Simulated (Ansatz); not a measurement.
# Electron scattering at the Σ5 (210) boundary in bcc Ta with Cu (substitutional), part 2 of 2

Wanted: what the Σ5 (210) boundary in bcc Ta with Cu (substitutional) costs an interconnect.

Ansatz 0.2.0; Ansatz plane-wave DFT, PBE, PAW files; relaxation of a bicrystal slab with its lowest layers held (the session's first sound run).

So far. Step 2 (Relaxing the bicrystal): The largest force component on a free atom ends at 0.027 eV/Å, under the tolerance of 0.03, after 11 steps.

### 3. Transmission across the boundary

Bulk layers of each grain are laid under and over the relaxed boundary, and a lead is named in the middle of each, away from the free faces. The mesh across the current, 10×20, is finer than the density's, because channels open and close sharply across the zone. Energies from -0.1 to 0.1 eV in steps of 0.05 eV are too few for the program's thermal sum, so it prints no conductance; for a metal the transmission near the Fermi level serves, at a fraction of the cost.

This step: Ansatz plane-wave DFT, PBE, PAW files; ballistic transport by layer matching (Landauer), zero bias; boundary relaxed in a short slab, bulk layers laid on (Ansatz 0.2.0).

System of this step: Σ5 (210) boundary in bcc Ta with Cu (substitutional). The cell holds 57 atoms: 56 Ta and 1 Cu. Cell: a = 7.385 Å, b = 3.303 Å, c = 49.362 Å, α = 90.0°, β = 90.0°, γ = 90.0°. It derives from Ta. Regions: lower grain, 24 atoms (24 Ta); boundary, 14 atoms (13 Ta and 1 Cu); upper grain, 19 atoms (19 Ta). Vacuum lies along c.

Input file input.yaml:

```yaml
crystal:
  lattice:
    - [7.3847486598, 0.0, 0.0]
    - [0.0, 3.30256, 0.0]
    - [0.0, 0.0, 49.3617774514]
  atoms:
    - { symbol: Ta, position: [-9.2999999999, -15.5, 0.0810343591] }
    - { symbol: Ta, position: [-8.9999999999, -15.0, 0.0959948185] }
    - { symbol: Ta, position: [-8.6999999999, -14.5, 0.1109552778] }
    - { symbol: Ta, position: [-8.3999999999, -14.0, 0.1259157372] }
    - { symbol: Ta, position: [-8.0999999999, -13.5, 0.1408761966] }
    - { symbol: Ta, position: [-7.7999999999, -13.0, 0.155836656] }
    - { symbol: Ta, position: [-7.4999999999, -12.5, 0.1707971153] }
    - { symbol: Ta, position: [-7.1999999999, -12.0, 0.1857575747] }
    - { symbol: Ta, position: [-6.8999999999, -11.5, 0.2007180341] }
    - { symbol: Ta, position: [-6.5999999999, -11.0, 0.2156784934] }
    - { symbol: Ta, position: [-6.2999999999, -10.5, 0.2306389528] }
    - { symbol: Ta, position: [-5.9999999999, -10.0, 0.2455994122] }
    - { symbol: Ta, position: [-5.6999999999, -9.5, 0.2605598715] }
    - { symbol: Ta, position: [-5.3999999999, -9.0, 0.2755203309] }
    - { symbol: Ta, position: [-5.0999999999, -8.5, 0.2904807903] }
    - { symbol: Ta, position: [-4.8, -8.0, 0.3054412497] }
    - { symbol: Ta, position: [-4.5, -7.5, 0.320401709] }
    - { symbol: Ta, position: [-4.2, -7.0, 0.3353621684] }
    - { symbol: Ta, position: [-3.9, -6.5, 0.3503226278] }
    - { symbol: Ta, position: [-3.6, -6.0, 0.3652830871] }
    - { symbol: Ta, position: [-3.3, -5.5, 0.3802435465] }
    - { symbol: Ta, position: [-3.0, -5.0, 0.3952040059] }
    - { symbol: Ta, position: [-2.7, -4.5, 0.4101644652] }
    - { symbol: Ta, position: [-2.4, -4.0, 0.4251249246] }
    - { symbol: Ta, position: [0.9, 0.5, 0.440085384] }
    - { symbol: Ta, position: [0.1973103006, 0.0, 0.454525058] }
    - { symbol: Ta, position: [0.5030738816, 0.5, 0.4690523052] }
    - { symbol: Ta, position: [0.8047769503, 0.0, 0.4872726394] }
    - { symbol: Ta, position: [0.1034808495, 0.5, 0.4996764746] }
    - { symbol: Ta, position: [0.4153473926, 0.0, 0.5108359863] }
    - { symbol: Ta, position: [0.6877489454, 0.5, 0.5384375886] }
    - { symbol: Cu, position: [-0.0118208044, 0.0, 0.5379016158] }
    - { symbol: Ta, position: [0.3695489379, 0.0, 0.5633748725] }
    - { symbol: Ta, position: [0.0731827535, 0.5, 0.5772716371] }
    - { symbol: Ta, position: [0.7771143076, 0.0, 0.5888496203] }
    - { symbol: Ta, position: [0.480782724, 0.5, 0.6056441008] }
    - { symbol: Ta, position: [0.1799215002, 0.0, 0.6213731827] }
    - { symbol: Ta, position: [0.876913901, 0.5, 0.6347169129] }
    - { symbol: Ta, position: [-2.423086099, -4.0, 0.6496773722] }
    - { symbol: Ta, position: [-2.7230860989, -4.5, 0.6646378316] }
    - { symbol: Ta, position: [-3.0230860989, -5.0, 0.679598291] }
    - { symbol: Ta, position: [-3.3230860989, -5.5, 0.6945587503] }
    - { symbol: Ta, position: [-3.6230860989, -6.0, 0.7095192097] }
    - { symbol: Ta, position: [-3.9230860989, -6.5, 0.7244796691] }
    - { symbol: Ta, position: [-4.2230860989, -7.0, 0.7394401285] }
    - { symbol: Ta, position: [-4.5230860989, -7.5, 0.7544005878] }
    - { symbol: Ta, position: [-4.8230860989, -8.0, 0.7693610472] }
    - { symbol: Ta, position: [-5.1230860989, -8.5, 0.7843215066] }
    - { symbol: Ta, position: [-5.4230860989, -9.0, 0.7992819659] }
    - { symbol: Ta, position: [-5.7230860989, -9.5, 0.8142424253] }
    - { symbol: Ta, position: [-6.0230860989, -10.0, 0.8292028847] }
    - { symbol: Ta, position: [-6.3230860989, -10.5, 0.844163344] }
    - { symbol: Ta, position: [-6.6230860989, -11.0, 0.8591238034] }
    - { symbol: Ta, position: [-6.9230860989, -11.5, 0.8740842628] }
    - { symbol: Ta, position: [-7.2230860989, -12.0, 0.8890447222] }
    - { symbol: Ta, position: [-7.5230860989, -12.5, 0.9040051815] }
    - { symbol: Ta, position: [-7.8230860989, -13.0, 0.9189656409] }
kpoints:
  mp_grid: { grid: [4, 8, 1] }
hamiltonian:
  xc: pbe
scf:
  occupations: { method: fermi_dirac, width: 0.1 }
output:
  transmission:
    leads: [[13, 14], [46, 47]]
    kmesh: [10, 20]
    e_range: [-0.1, 0.1]
    de: 0.05
  write_potential: true
  write_density: true
  volumetric_format: npy
  elf: true
```

Started as:

```
$ ansatz run input.yaml --threads 4 --pin off --max-ram 15360MiB --backend cpu --events-out ev --progress --plain --runs-dir out
```

Numbers of over 12 decimals in the logs are rounded to 6 here.

The log of the run:

```text
[...]
Crystal: 57 atoms, lattice volume = 1203.863 Å³
Basis set: ecut = 420 eV, 23731 PW (Γ)
Bands: 449, of which v1, the nominal top of the filled ones, is band 374 counted from 1 (373 counted from 0)
Symmetry: 2 space group operations
[...]
k-points: 15 of 32 (time reversal used)
[...]
SCF iter   1: F=—  HF=-562823.052991 eV  |F-HF|=—  |Δ(HF+E_count)|=         —  Δρ=1.12e-2  dr2=2.04e2  ethr=1.77e-3  ⟨swp⟩=8.8  Hψ=29166  notcnv=0  defer=130
[...]
SCF iter  10: F=-562822.106914 eV  HF=-562822.106914 eV  |F-HF|=7.83e-8  |Δ(HF+E_count)|=   1.35e-8  Δρ=2.24e-6  dr2=7.71e-8  ethr=1.34e-11  ⟨swp⟩=14.8  Hψ=20797  notcnv=0
SCF 1 converged in 10 iterations: F = -562822.106914 eV  dr2 = 7.71e-8
[...]
transmission: 422 of 4158 steps passed
transmission: 832 of 4158 steps passed
[...]
transmission: 4158 of 4158 steps passed
WARN: The input density's exchange-correlation potential varies sharply where the density is thin. Do not read a vacuum level from v_tot or v_xc, or from such a field of the output density. On a cell that repeats whose density bears no net charge and no dipole along the vacuum's axis use v_es (v_loc + v_h of the components); under efield.dipole_correction with no amplitude use v_es + v_field, which holds any external [...]
SCF converged after 10 iterations
Free energy (F): -562822.106914 eV
[...]
Internal energy: -562819.722881 eV  (E = F + TS)
E sigma→0 (E₀):  -562820.914898 eV
Entropy (-TS):   -2.384032 eV (-41.825 meV/atom)
Fermi energy:    15.307709 eV
[...]
--- Band table (eV; the first three rows and the last of 15) ---
  k-point 0: bands = [... 370 lower, 15.6055, 15.6106, 15.6391, 15.7245, 15.7362, 15.7374, 15.7461, 15.7830, ... 71 higher]
  k-point 1: bands = [... 370 lower, 15.3323, 15.3452, 15.3694, 15.4100, 15.4242, 15.4484, 15.4893, 15.4927, ... 71 higher]
  k-point 2: bands = [... 370 lower, 14.8257, 14.8438, 14.8592, 14.8793, 14.8929, 14.9129, 14.9266, 14.9504, ... 71 higher]
  k-point 14: bands = [... 370 lower, 15.0537, 15.0840, 15.0979, 15.1022, 15.1048, 15.1199, 15.1233, 15.1253, ... 71 higher]
--- Transmission ---
  basis      : 219 plane waves across, 63 finite elements along
  points     : 66, standing for a mesh of 10 x 20
  energies   : 5 from -0.100000 to 0.100000 eV about the Fermi level, 0.050000 eV apart; the leads are filled to 0.000000 eV, and channels, transmission and decay are at 0.000000 eV
  crystal 0  : Ta3, at the sites [13, 14], period 2.2154 Å, over 18.46 Å; its Hamiltonian steps by up to 9.2 meV
    offset         : up to 0.0000 Å between an atom of the period and one for which it stands
    channels       : 5.525000e0 a spin
    conductance    : none, the energies end too early or step too widely for 300 K: set another output.transmission.e_range or a lower de, or, where they end at an eighth of basis.ecutwfc, a higher one
[...]
channels       : 5.505000e0 a spin
[...]
junction   : crystal 0 to crystal 1, 12.90 to 36.46 Å
    transmission   : 2.237904e0 a spin
[...]
```

It took 14 min on 4 threads of Arm Neoverse V2, shared host; peak memory 11 GiB.

Numbers from this step:

```
free energy                                    : -562822.1069 eV
energy at zero smearing                        : -562820.9149 eV
Fermi energy                                   : 15.31 eV
cell area                                      : 24.39 Å²
transmission per spin nearest the Fermi level  : 2.238
open channels per spin nearest the Fermi level : 5.525
open channels per spin, upper lead             : 5.505
step of the lead's potential                   : 9.2 meV
step of the upper lead's potential             : 9.7 meV
```

Per spin. Transmission, zone mean against energy, zero at the Fermi level:

```tsv
energy (eV)	transmission, zone mean
-0.1000	2.38
-0.0500	2.30
0.0000	2.24
0.0500	2.15
0.1000	2.09
```

Per spin. Open channels, zone mean against energy, zero at the Fermi level:

```tsv
energy (eV)	lead	upper lead
-0.1000	6.09	6.09
-0.0500	5.67	5.70
0.0000	5.53	5.50
0.0500	5.25	5.28
0.1000	5.07	5.07
```

Transmission over k1 and k2. At 0.0000 eV from the Fermi level.

Values, 20 rows by 10 columns:
```
0.68 2.52 2.89 3.08 3.07 3.31 3.07 3.08 2.89 2.52
1.98 2.00 2.79 2.90 3.02 2.88 3.02 2.90 2.79 2.00
1.98 1.15 2.35 2.58 2.05 1.96 2.05 2.58 2.35 1.15
1.43 1.66 1.12 1.47 1.33 1.02 1.33 1.47 1.12 1.66
1.43 1.94 1.89 1.34 1.14 0.95 1.14 1.34 1.89 1.94
1.80 2.56 2.41 2.02 1.39 1.03 1.39 2.02 2.41 2.56
2.30 2.37 2.99 2.63 2.16 2.22 2.16 2.63 2.99 2.37
2.76 2.46 2.24 3.34 2.55 1.92 2.55 3.34 2.24 2.46
2.63 2.39 2.55 2.69 2.59 1.76 2.59 2.69 2.55 2.39
2.63 2.31 2.54 2.76 2.32 1.78 2.32 2.76 2.54 2.31
2.63 2.39 2.55 2.69 2.59 1.76 2.59 2.69 2.55 2.39
2.76 2.46 2.24 3.34 2.55 1.92 2.55 3.34 2.24 2.46
2.30 2.37 2.99 2.63 2.16 2.22 2.16 2.63 2.99 2.37
1.80 2.56 2.41 2.02 1.39 1.03 1.39 2.02 2.41 2.56
1.43 1.94 1.89 1.34 1.14 0.95 1.14 1.34 1.89 1.94
1.43 1.66 1.12 1.47 1.33 1.02 1.33 1.47 1.12 1.66
1.98 1.15 2.35 2.58 2.05 1.96 2.05 2.58 2.35 1.15
1.98 2.00 2.79 2.90 3.02 2.88 3.02 2.90 2.79 2.00
0.68 2.52 2.89 3.08 3.07 3.31 3.07 3.08 2.89 2.52
0.73 2.92 2.95 3.11 3.21 3.54 3.21 3.11 2.95 2.92
```
Columns: k1 (b1) from -0.5 to 0.4; rows upwards: k2 (b2) from -0.5 to 0.45.

Open channels over k1 and k2. At 0.0000 eV from the Fermi level.

Ten even steps from '0' (2.00) to '9' (8.00):
```
0566696665
3566888665
3168656861
3101313101
3551111155
6665313566
6886555688
9888858888
9888858888
9888888888
9888858888
9888858888
6886555688
6665313566
3551111155
3101313101
3168656861
3566888665
0566696665
0666696666
```
Columns: k1 (b1) from -0.5 to 0.4; rows upwards: k2 (b2) from -0.5 to 0.45.

Electrostatic potential energy in the ca plane at fractional y = 0.000, with atoms of Ta and Cu within 0.2 Å of it. With pseudopotentials it is smooth inside the atoms' cores, unlike the true potential.

Ten even steps from '0' (-62 eV) to '9' (17 eV), each cell a mean:
```
99741047999999999899996323799999999999998610
99864468999999986568998546899887899999999742
99988889999999863136899889998754579999999876
99999999999999851015899999998510268999999999
99999999999999862025899999998400168999999999
99999997667999975457999999998632479999878999
99999985224799998889999999999876789997545799
99999973002799999999999999999999999986201589
99999974103799999998889999999999999985101589
66799986546899999986557999888999999997423689
22589998888999999963115898645789999998767899
00379999999999999862004787301479999999999999
01479999999999999973125886200379999999999999
45689999999766799986567997412589998778999999
88899999998522579999889998766799975446899999
99999999997300369999999999988999962014899999
99999999997400379999999999999999962004799999
99976679998644689999999888999999974236899987
99752257999877899999998545899999987678999754
99730037999999999999996323699999999999998620
```
Columns run along c (16.0 Å, from fractional 0.36 to 0.69 of the cell; values clipped at the 3rd and 97th percentile), rows up along a (7.4 Å). Atoms in or near the plane, at fractional coordinates: Ta at (0.37, 0.40), Ta at (0.40, 0.00), Ta at (0.43, 0.60), Ta at (0.45, 0.20), Ta at (0.49, 0.80), Ta at (0.51, 0.42), Cu at (0.54, 0.99), Ta at (0.56, 0.37), Ta at (0.59, 0.78), Ta at (0.62, 0.18), Ta at (0.65, 0.58), Ta at (0.68, 0.98).

ELF in the ca plane at fractional y = 0.000, with atoms of Ta and Cu within 0.2 Å of it. It is the smooth field of the valence electrons, not physical close to the nuclei.

Values, 11 rows by 16 columns, each cell a mean:
```
0.31 0.54 0.45 0.46 0.50 0.32 0.33 0.31 0.38 0.29 0.36 0.28 0.40 0.48 0.38 0.50
0.37 0.31 0.29 0.50 0.48 0.43 0.53 0.30 0.28 0.30 0.32 0.57 0.35 0.46 0.46 0.31
0.44 0.49 0.32 0.29 0.42 0.39 0.53 0.35 0.41 0.40 0.44 0.42 0.36 0.46 0.32 0.40
0.49 0.46 0.40 0.57 0.29 0.32 0.32 0.38 0.49 0.47 0.29 0.46 0.31 0.31 0.53 0.35
0.32 0.44 0.44 0.45 0.36 0.48 0.42 0.27 0.47 0.49 0.31 0.42 0.48 0.43 0.40 0.38
0.55 0.29 0.30 0.40 0.37 0.44 0.41 0.58 0.36 0.35 0.35 0.46 0.45 0.34 0.54 0.29
0.41 0.37 0.48 0.39 0.36 0.45 0.42 0.42 0.43 0.49 0.49 0.41 0.46 0.36 0.34 0.45
0.50 0.35 0.45 0.39 0.42 0.31 0.28 0.45 0.27 0.47 0.53 0.31 0.33 0.29 0.48 0.46
0.33 0.40 0.48 0.36 0.44 0.46 0.47 0.37 0.36 0.25 0.31 0.35 0.49 0.49 0.40 0.49
0.43 0.33 0.32 0.29 0.55 0.39 0.50 0.42 0.24 0.31 0.49 0.43 0.50 0.48 0.34 0.31
0.36 0.49 0.45 0.41 0.32 0.32 0.50 0.40 0.40 0.30 0.43 0.48 0.25 0.32 0.32 0.52
```
Columns run along c (16.0 Å, from fractional 0.36 to 0.69 of the cell), rows up along a (7.4 Å). Atoms in or near the plane, at fractional coordinates: Ta at (0.37, 0.40), Ta at (0.40, 0.00), Ta at (0.43, 0.60), Ta at (0.45, 0.20), Ta at (0.49, 0.80), Ta at (0.51, 0.42), Cu at (0.54, 0.99), Ta at (0.56, 0.37), Ta at (0.59, 0.78), Ta at (0.62, 0.18), Ta at (0.65, 0.58), Ta at (0.68, 0.98).

Valence density in the ca plane at fractional y = 0.000, with atoms of Ta and Cu within 0.2 Å of it. It is the smooth field of the valence electrons, not physical close to the nuclei.

Ten steps, logarithmic in the rise over the least value, from '0' (0 e/Å³) to '9' (42 e/Å³), each cell a mean:
```
00245542000000000000003897300000000000001354
00124421000000012321001454100011100000000244
00001100000000024543000111000244310000000022
00000000000000135453100000001355430000000000
00000000000000034543100000001454530000000000
00000001232000013431000000001344420000111000
00000013454100001110000000000122200001343200
00000024544200000000000000000000000003555310
00000014554200000000110000000000000013545310
33100002443100000013332000011000000002444200
44310000110000000024553101343210000000232100
45420000000000000135454112455410000000000000
55420000000000000024553113445420000000000000
44210000000122100012331002454310001110000000
11000000001344410000000000233100013442000000
00000000002454420000000000000000024554100000
00000000001455420000000000000000034454100000
00012310000244310000000111000000024443000011
00134431000111000000002564100000001221000134
00245442000000000000003897300000000000000345
```
Columns run along c (16.0 Å, from fractional 0.36 to 0.69 of the cell), rows up along a (7.4 Å). Atoms in or near the plane, at fractional coordinates: Ta at (0.37, 0.40), Ta at (0.40, 0.00), Ta at (0.43, 0.60), Ta at (0.45, 0.20), Ta at (0.49, 0.80), Ta at (0.51, 0.42), Cu at (0.54, 0.99), Ta at (0.56, 0.37), Ta at (0.59, 0.78), Ta at (0.62, 0.18), Ta at (0.65, 0.58), Ta at (0.68, 0.98).

Over the solved energies the transmission per spin lies between 2.09 and 2.38, out of 5.52 channels of the lead on average (up to 6.09).

### 4. Specific resistance

This step: Ansatz plane-wave DFT, PBE, PAW files; ballistic transport by layer matching (Landauer), zero bias; specific resistance of the boundary (Ansatz 0.2.0).

This step gave:

```
area resistance                      : 0.8408 fΩ m²
T over the leads' mean channel count : 0.4039
```

Averaged over the energies near the Fermi level, 40.4 % of the channels pass, which makes 0.841 fΩ m².

By hand, with T and the leads' channels N averaged over the energies near the Fermi level: RA = A (h/2e²)(1/T − ½[1/N₁ + 1/N₂]) = 24.39×10⁻²⁰ m² × 12 906 Ω × (1/2.232 − ½[1/5.523 + 1/5.527]) = 0.841 fΩ m².

### 5. Outcome

```
specific resistance of the boundary : 0.841 fΩ m²
share of channels that pass         : 0.404
```

In words: The boundary has a specific resistance of 0.84 fΩ m². The boundary reflects 60 % of the channels; 0.84 fΩ m² is 8.4×10⁻¹² Ω·cm². That equals the resistance of 6.2 nm of bulk Ta at 300 K (measured 13.5 µΩ cm, CRC Handbook of Chemistry and Physics, 84th ed., 2003, Electrical Resistivity of Pure Metals). One Cu in 24.4 Å² of boundary is a high coverage. Each plane of this narrow cell holds one atom, so the solute fills a whole plane. One starting structure was relaxed; another shift or atom count at the boundary may lie lower. Spin-orbit coupling is left out, which matters for Ta.

[Logs are printed without paths, hosts, clocks, repeated set-up lines and the standing remarks that a program may print on its own settings, such as how far it seeks lower states.]

[Hosts, paths, dates, database ids (printed as entryN), source tags and the programs' standing remarks are cut or masked in the printed files.]
